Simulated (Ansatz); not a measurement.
Input of an Ansatz 0.2.0 run:

File run.py:

```python
import json

import numpy as np

import ansatz as az

calculation = (
    az.Crystal.from_extxyz("Al.xyz")
    .calculation()
    .kpoints(8, 9, 9, shift=(0.5, 0.5, 0.5))
    .functional(exchange="rpw86", correlation="pbe", dispersion="d3bjatm")
    .pseudopotentials(kind="paw")
    .scf(extra_bands=6)
    .mixing(algorithm="broyden", beta=0.9)
    .occupations(method="gaussian", width=0.01)
    .density_of_states(energy_step=0.05, projected=False, nscf_kmesh=(12, 14, 14))
    .forces()
    .stress()
    .band_table(publish=True)
)
outcome = calculation.run(threads=2, events_out="events.jsonl")

report = outcome.report
for line in open("events.jsonl"):
    event = json.loads(line)
    if event["event"] == "scf_iter":
        d = event["data"]
        print(f"SCF {d['iter']:3d}  HF = {d['harris_foulkes_ev']:.6f} eV  dr2 = {d['dr2_ev']:.2e} eV")
    elif event["event"] in ("relax_step", "md_step"):
        d = event["data"]
        print(f"{event['event']} {d['step']:3d}  E = {d['lagrangian_ev']:.6f} eV")
np.set_printoptions(precision=5, suppress=True, linewidth=110)
print("converged:", report["converged"], "after", report["n_iterations"], "iterations")
print(f"free energy {report['free_energy_ev']:.6f} eV, Fermi level {report['fermi_energy_ev']:.4f} eV")
for key in ("band_edges_ev", "magnetization_mub", "site_moments_mub", "site_moments_nc_mub", "forces_ev_ang",
                "stress_gpa"):
    if report.get(key) is not None:
        print(key, np.array(report[key]), sep="\n")
```

The input Al.xyz:

```xyz
1
Lattice="-0.0480120000 2.0287170000 2.0368100000 2.0154470000 0.0034280000 1.9853700000 2.0323220000 1.9941530000 -0.0134470000" Properties=species:S:1:pos:R:3 pbc="T T T"
Al    -0.0084610517      0.0156450880     -0.0174148029
```

Potentials or basis: Ansatz PAW.

The run is started by

```console
$ python run.py
```

Task: What does it give for the density of states at the Fermi level?

Result: 0.34 states/eV per cell.

Task: Predict the pressure.

Result: -3.7 GPa.

Task: What does it give for the band gap on the k mesh?

Result: None (metal or under the smearing width).

Stress tensor (GPa, compression positive):
```
-3.16  1.88  2.85
 1.88 -4.79 -2.00
 2.85 -2.00 -3.11
```

Caveat: the potentials were made for another functional, which shifts forces and pressure; pairwise dispersion overbinds metals, which lowers pressure and volume.
